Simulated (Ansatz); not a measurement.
## BaTiO3, one cell by several methods

```yaml
crystal:
  lattice:
    - [3.98410, 0.05976, 0.05976]
    - [0.08524, 2.87974, 2.88836]
    - [0.00013, -2.79436, 2.80324]
  atoms:
    - { symbol: Ba, position: [0.00000, 0.00000, 0.00000] }
    - { symbol: Ti, position: [0.50000, 0.50790, 0.50790] }
    - { symbol: O, position: [0.00000, 0.49210, 0.49210] }
    - { symbol: O, position: [0.50000, 0.50251, 0.99371] }
    - { symbol: O, position: [0.50000, 0.99371, 0.50251] }
```

Atom numbers follow the list: Ba1, Ti2, O3, O4, O5.

The cell is COD entry 9016084, as deposited and not checked against the literature; nothing was relaxed. The listed cell was then made from it by scaling, straining or moving an atom.

Spin–orbit coupling is left out, though it moves levels of the heavy atoms by tenths of an eV or more.

Levels of theory: DFT, PBE, PAW with Ansatz's default frozen-core files, scalar-relativistic (Ansatz 0.2.0); DFT, PBE, all-electron LAPW, scalar-relativistic (Ansatz 0.2.0).

For PAW: a Γ-centred 8×8×8 k mesh, Fermi–Dirac smearing of 0.05 eV, cutoff 420 eV, no spin polarisation. LAPW targets a basis error of 1 meV/atom. The Ansatz runs share mesh, smearing and spin set-up. Plane-wave (PAW) pressures include the program's estimate of the Pulay term.

Stress and pressure are positive in compression.

The change that made this cell: equal xy, yz and zx engineering shear strains of +3 %.

PAW results:

```json
{"quantity": "pressure (GPa)", "PAW": "2.28"}
{"quantity": "stress xx (GPa)", "PAW": "2.85"}
{"quantity": "stress yy (GPa)", "PAW": "2.34"}
{"quantity": "stress zz (GPa)", "PAW": "1.64"}
{"quantity": "stress yz (GPa)", "PAW": "-2.74"}
{"quantity": "stress xz (GPa)", "PAW": "-3.57"}
{"quantity": "stress xy (GPa)", "PAW": "-3.57"}
{"quantity": "force on Ba1, z (eV/Å)", "PAW": "0.090"}
{"quantity": "force on Ti2, z (eV/Å)", "PAW": "0.195"}
{"quantity": "force on O3, z (eV/Å)", "PAW": "0.088"}
{"quantity": "force on O4, z (eV/Å)", "PAW": "-0.136"}
{"quantity": "band gap (eV)", "PAW": "1.751"}
```

Task: What does all-electron LAPW give for the same quantities?

Result: 
| quantity | LAPW |
| --- | --- |
| pressure (GPa) | 2.29 |
| stress xx (GPa) | 2.86 |
| stress yy (GPa) | 2.35 |
| stress zz (GPa) | 1.65 |
| stress yz (GPa) | -2.74 |
| stress xz (GPa) | -3.57 |
| stress xy (GPa) | -3.57 |
| force on Ba1, z (eV/Å) | 0.090 |
| force on Ti2, z (eV/Å) | 0.195 |
| force on O3, z (eV/Å) | 0.088 |
| force on O4, z (eV/Å) | -0.137 |
| band gap (eV) | 1.745 |
